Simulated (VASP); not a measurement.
# Ru (P6_3/mmc) in VASP: settings compared

Aim: see how the results for Ru move with the level of theory and the settings. Levels: r2SCAN, PBEsol. Tasks: relaxation of cell and atoms.

Everything below comes from runs of VASP 6.6.1. Logs are shortened: lines on timing, memory, paths and dates and some standing lists are left out, and cuts for length are marked.

### Step 1. The crystal as given

Symmetry: P6_3/mmc, No. 194, hexagonal system. The conventional cell has a = 2.706 Å, b = 2.706 Å, c = 4.282 Å, α = 90.00°, β = 90.00°, γ = 120.00°. Around Ru (site symmetry -6m2) lie 12 Ru at 2.65 to 2.71 Å.

### Step 2. Relaxation of cell and atoms, r2SCAN

The input, INCAR:

```
PREC = Accurate
ENCUT = 600
EDIFF = 1E-6
ISMEAR = 1
SIGMA = 0.1
LREAL = False
LASPH = True
NELM = 80
ALGO = Normal
ISIF = 3
LWAVE = False
LCHARG = False
METAGGA = R2SCAN
LMIXTAU = True
IBRION = 2
NSW = 90
EDIFFG = -0.01
KPAR = 2
```

The input, KPOINTS:

```
regular mesh
0
Gamma
  15 15 9
```

The input, POSCAR:

```
Ru
1.0
    2.7058000000      0.0000000000      0.0000000000
   -1.3529000000      2.3432915376      0.0000000000
    0.0000000000      0.0000000000      4.2819000000
Ru
2
Direct
    0.3333333333      0.6666666667      0.2500000000
    0.6666666667      0.3333333333      0.7500000000
```

Potentials or basis: VASP PAW PBE potentials, release 64 (Ru_pv).

Started as:

```console
cat potpaw_PBE.64/Ru_pv/POTCAR > POTCAR
mpirun -np 2 vasp_std > vasp.out
```

OUTCAR:

```text
PREC = Accurate
   ENCUT = 600
   EDIFF = 1E-6
   ISMEAR = 1
   LREAL = False
   LASPH = True
   NELM = 80
   ISIF = 3
   METAGGA = R2SCAN
   IBRION = 2
   NSW = 90
   EDIFFG = -0.01

 ion  position               nearest neighbor table
   1  0.333  0.667  0.250-   2 2.65   2 2.65   2 2.65   2 2.65   2 2.65   2 2.65
   2  0.667  0.333  0.750-   1 2.65   1 2.65   1 2.65   1 2.65   1 2.65   1 2.65

  LATTYP: Found a hexagonal cell.
 ALAT       =     2.7058000000
 C/A-ratio  =     1.5824894671

  Lattice vectors:

 A1 = (   2.7058000000,   0.0000000000,   0.0000000000)
 A2 = (  -1.3529000000,   2.3432915376,   0.0000000000)
 A3 = (   0.0000000000,   0.0000000000,   4.2819000000)

Analysis of symmetry for initial positions (statically):
=====================================================================
 Subroutine PRICEL returns:
 Original cell was already a primitive cell.

 Routine SETGRP: Setting up the symmetry group for a
 hexagonal supercell.

 Subroutine GETGRP returns: Found 24 space group operations
 (whereof 12 operations were pure point group operations)
 out of a pool of 24 trial point group operations.

The static configuration has the point symmetry D_3d.
 The point group associated with its full space group is D_6h.

Analysis of symmetry for dynamics (positions and initial velocities):
=====================================================================
 Subroutine PRICEL returns:
 Original cell was already a primitive cell.

 Routine SETGRP: Setting up the symmetry group for a
 hexagonal supercell.

 Subroutine GETGRP returns: Found 24 space group operations
 (whereof 12 operations were pure point group operations)
 out of a pool of 24 trial point group operations.

The dynamic configuration has the point symmetry D_3d.
 The point group associated with its full space group is D_6h.

 Subroutine INISYM returns: Found 24 space group operations
 (whereof 12 operations are pure point group operations),
 and found     1 'primitive' translations

----------------------------------------------------------------------------------------

                                     Primitive cell

  volume of cell :      27.1493

  direct lattice vectors                    reciprocal lattice vectors
     2.705800000  0.000000000  0.000000000     0.369576465  0.213375072  0.000000000
    -1.352900000  2.343291538  0.000000000     0.000000000  0.426750144  0.000000000
     0.000000000  0.000000000  4.281900000     0.000000000  0.000000000  0.233541185

  length of vectors
     2.705800000  2.705800000  4.281900000     0.426750144  0.426750144  0.233541185

  position of ions in fractional coordinates (direct lattice)
     0.333333333  0.666666667  0.250000000
     0.666666667  0.333333333  0.750000000

  ion indices of the primitive-cell ions
   primitive index   ion index
                 1           1
                 2           2

----------------------------------------------------------------------------------------

 KPOINTS: regular mesh

Automatic generation of k-mesh.
 Grid dimensions read from file:
 generate k-points for:   15   15    9

 Generating k-lattice:

  Cartesian coordinates                     Fractional coordinates (reciprocal lattice)
     0.024638431  0.014225005  0.000000000     0.066666667  0.000000000  0.000000000
     0.000000000  0.028450010  0.000000000     0.000000000  0.066666667  0.000000000
     0.000000000  0.000000000  0.025949021     0.000000000  0.000000000  0.111111111

  Length of vectors
     0.028450010  0.028450010  0.025949021

  Shift w.r.t. Gamma in fractional coordinates (k-lattice)
     0.000000000  0.000000000  0.000000000

 Subroutine IBZKPT returns following result:
 ===========================================

 Found    135 irreducible k-points:

 Following reciprocal coordinates:
            Coordinates               Weight
  0.000000  0.000000  0.000000      1.000000
  0.066667  0.000000  0.000000      6.000000
  0.133333  0.000000  0.000000      6.000000
  0.200000  0.000000  0.000000      6.000000
  0.266667  0.000000  0.000000      6.000000
  0.333333  0.000000  0.000000      6.000000
[... 16 lines left out ...]
  0.333333  0.200000  0.000000     12.000000
  0.400000  0.200000  0.000000      6.000000
 [... further k-points ...]
   k-points           NKPTS =    135   k-points in BZ     NKDIM =    135   number of bands    NBANDS=     18
   number of dos      NEDOS =    301   number of ions     NIONS =      2
   total plane-waves  NPLWV =  20736
   dimension x,y,z NGX =    24 NGY =   24 NGZ =   36
   dimension x,y,z NGXF=    48 NGYF=   48 NGZF=   72
   ions per type =               2
   NGX,Y,Z   is equivalent  to a cutoff of  14.75, 14.75, 13.98 a.u.
   NGXF,Y,Z  is equivalent  to a cutoff of  29.49, 29.49, 27.95 a.u.
 SYSTEM =  unknown system
   PREC   = accura    normal or accurate (medium, high low for compatibility)
   ISTART =      0    job   : 0-new  1-cont  2-samecut
   ICHARG =      2    charge: 1-file 2-atom 10-const
   ISPIN  =      1    spin polarized calculation?
   LNONCOLLINEAR =      F non collinear calculations
   LSORBIT =      F    spin-orbit coupling
   LASPH  =      T    aspherical Exc in radial PAW
   ENCUT  =  600.0 eV  44.10 Ry    6.64 a.u.   5.40  5.40  8.55*2*pi/ulx,y,z
   NELM   =     80;   NELMIN=  2; NELMDL= -5     # of ELM steps
   EDIFF  = 0.1E-05   stopping-criterion for ELM
   LREAL  =      F    real-space projection
   EDIFFG = -.1E-01   stopping-criterion for IOM
   NSW    =     90    number of steps for IOM
   IBRION =      2    ionic relax: 0-MD 1-quasi-New 2-CG
   NFREE  =      1    steps in history (QN), initial steepest desc. (CG)
   ISIF   =      3    stress and relaxation
   ISYM   =      2    0-nonsym 1-usesym 2-fastsym
   POTIM  = 0.5000    time-step for ionic-motion
   TEBEG  =    0.0;   TEEND  =   0.0 temperature during run
   PSTRESS=    0.0 pullay stress
   NELECT =      28.0000    total number of electrons
   NUPDOWN=      -1.0000    fix difference up-down
   EMIN   =  10.00;   EMAX   =-10.00  energy-range for DOS
   EFERMI =   0.00;   METHOD = LEGACY
   ISMEAR =     1;   SIGMA  =   0.10  broadening in eV -4-tet -1-fermi 0-gaus
   EFERMI_NEDOS =   21; number of points for ismear=-14 and -15
   IALGO  =     38    algorithm
   IMIX   =      4    mixing-type and parameters
     AMIX     =   0.40;   BMIX     =  1.00
     AMIX_MAG =   1.60;   BMIX_MAG =  1.00
  volume/ion in A,a.u.               =      13.57        91.61
  Fermi-wavevector in a.u.,A,eV,Ry     =   1.654022  3.125649 37.222674  2.735789
  Thomas-Fermi vector in A             =   2.742361
   LORBIT       =      0    0 simple, 1 ext, 2 COOP (PROOUT), +10 PAW based schemes
   METAGGA = R2SCAN    functional components
   LHFCALC =     F    Hartree Fock is set to
   AEXX    =    0.0000 exact exchange contribution
   IVDW    =     0    specifies the selected vdW correction
   LEPSILON=     F    determine dielectric tensor
   LRPA    =     F    only Hartree local field effects (RPA)
 conjugate gradient relaxation of ions
 non-spin polarized calculation
 Methfessel and Paxton  Order N= 1 SIGMA  =   0.10
  energy-cutoff  :      600.00
  volume of cell :       27.15
 maximum number of plane-waves:       935
 NGX is ok and might be reduce to    24
   NGX = 11   NGY = 11   NGZ = 17

--------------------------------------- Ionic step        1  -------------------------------------------

 number of electron      28.0000002 magnetization

 Free energy of the ion-electron system (eV)
  ---------------------------------------------------
  ext. energy  EPLUGINS =         0.00000000
  ---------------------------------------------------
  free energy    TOTEN  =       -50.85831339 eV

  energy without entropy =      -50.85682236  energy(sigma->0) =      -50.85781638

------------------------ aborting loop because EDIFF is reached ----------------------------------------

  FORCE on cell =-STRESS in cart. coord.  units (eV):
  Direction    XX          YY          ZZ          XY          YZ          ZX
  --------------------------------------------------------------------------------------
  -------------------------------------------------------------------------------------
  Total       -0.0905830     -0.0905830     -0.1581748      0.0000000      0.0000000      0.0000000
  in kB       -5.3456268     -5.3456268     -9.3344627      0.0000000      0.0000000      0.0000000
  external PRESSURE =      -6.6752388 kB  Pullay stress =       0.0000000 kB
[... 57 lines left out ...]
  energy  without entropy=      -50.8556875267  energy(sigma->0) =      -50.85675321

--------------------------------------- Ionic step        3  -------------------------------------------

 number of electron      28.0000001 magnetization

 Free energy of the ion-electron system (eV)
  ---------------------------------------------------
  ext. energy  EPLUGINS =         0.00000000
  ---------------------------------------------------
  free energy    TOTEN  =       -50.85843797 eV

  energy without entropy =      -50.85691857  energy(sigma->0) =      -50.85793150

 E-fermi :  12.7450     XC(G=0): -15.4259

 val. band max:       12.7444410627   @ k =   0.2667   0.2000   0.2222
 cond. band min:      12.7677526335   @ k =   0.4667   0.0667   0.3333
 fundamental gap:      0.0233115708
 Fermi energy:        12.7449782396

 k-point     1 :       0.0000    0.0000    0.0000
  band No.  band energies     occupation
      1     -32.3283      2.00000
      2     -31.3212      2.00000
      3     -31.3212      2.00000
      4     -31.1367      2.00000
      5     -31.1367      2.00000
      6     -31.0853      2.00000
[... 10 lines left out ...]
     17      14.0018     -0.00000
     18      14.1240     -0.00000
[... 466 lines left out ...]
      2     -31.8460      2.00000
      3     -31.7199      2.00000
      4     -31.7146      2.00000
      5     -31.4697      2.00000
      6     -31.4485      2.00000
[... 10 lines left out ...]
     17      18.3567      0.00000
     18      19.9299      0.00000

 [... further k-points ...]
[... 5 lines left out ...]
  --------------------------------------------------------------------------------------
  -------------------------------------------------------------------------------------
  Total        0.0170917      0.0170917     -0.0137447      0.0000000      0.0000000      0.0000000
  in kB        1.0106988      1.0106988     -0.8127794      0.0000000      0.0000000      0.0000000
  external PRESSURE =       0.4028727 kB  Pullay stress =       0.0000000 kB
[... 17 lines left out ...]
  FREE ENERGIE OF THE ION-ELECTRON SYSTEM (eV)
  ---------------------------------------------------
  free  energy   TOTEN  =       -50.8584379656 eV

  energy  without entropy=      -50.8569185736  energy(sigma->0) =      -50.85793150

 reached required accuracy - stopping structural energy minimisation
```

It took 3.8 min on 2 MPI ranks of Intel Xeon Platinum 8488C (Sapphire Rapids), shared host; peak memory 0.2 GiB.

What came out:

```yaml
Free_energy: -50.8584 eV
Relaxed_volume: 13.55 Å³/atom
Relaxed_cell: a = 2.704 Å, b = 2.704 Å, c = 4.278 Å, α = 90.00°, β = 90.00°, γ = 120.00°
Space_group_after_relaxing_to_0.05_Å: P6_3/mmc (No. 194)
Energy_gained_by_relaxing: 0.1 meV/atom
Ionic_steps: 3
Pressure_after_relaxing: 0.0 GPa
Band_gap_on_the_k_mesh: none (metal or under the smearing width)
```

Step by step:
```
step  energy change (eV)  largest force (eV/Å)  pressure (GPa)  volume (Å³)
   1              0.0000                0.0000           -0.67        27.15
   2              0.0010                0.0000            2.18        26.93
   3             -0.0001                0.0000            0.04        27.09
```

Final structure:
```cif
data_structure
_symmetry_space_group_name_H-M 'P 1'
_symmetry_Int_Tables_number 1
_cell_length_a 2.7043
_cell_length_b 2.7043
_cell_length_c 4.2778
_cell_angle_alpha 90.000
_cell_angle_beta 90.000
_cell_angle_gamma 120.000
_cell_volume 27.09
loop_
_atom_site_label
_atom_site_type_symbol
_atom_site_fract_x
_atom_site_fract_y
_atom_site_fract_z
_atom_site_occupancy
Ru1 Ru 0.33333 0.66667 0.25000 1
Ru2 Ru 0.66667 0.33333 0.75000 1
```

Levels at points of the mesh, in eV from the Fermi level:
| k point | band 12 | band 13 | band 14 | band 15 | band 16 | band 17 |
| --- | --- | --- | --- | --- | --- | --- |
| (0.00, 0.00, 0.00) | -1.99 | -1.99 | -1.45 | -1.45 | 1.26 | 1.26 |

Caveat: the PAW data sets were made with another functional, which shifts forces and pressure a little.

[end of part 1 of 2]
